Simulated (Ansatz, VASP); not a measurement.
One calculation of As, two programs

```xyz
1
Lattice="2.4281 0.0000 0.0000 0.0000 2.4281 0.0000 0.0000 0.0000 2.4281" Properties=species:S:1:pos:R:3 pbc="T T T"
As    0.0000    0.0000    0.0000
```

Change from the starting cell: volume scaled by 0.75, LAPW.

Alike in both runs: task single point; functional LDA; k mesh 15 × 15 × 15; occupations fermi-dirac, width 0.08 eV; no spin polarisation.

|  | VASP | Ansatz |
| --- | --- | --- |
| version | VASP 6.6.1 | Ansatz 0.2.0 |
| potentials or method | VASP PAW LDA potentials, release 64 (As), cutoff 520 eV | all-electron LAPW, scalar-relativistic |

|  | VASP | Ansatz | Ansatz less VASP |
| --- | --- | --- | --- |
| pressure (GPa) | 51.6 | 49.6 | -2.04 |

Ansatz ran all-electron here, so the differences hold the error of VASP's frozen core and of both bases.

Caveats: so large a pressure means that the cell lies far from this level's equilibrium, or that cutoff or potentials fall short (VASP).
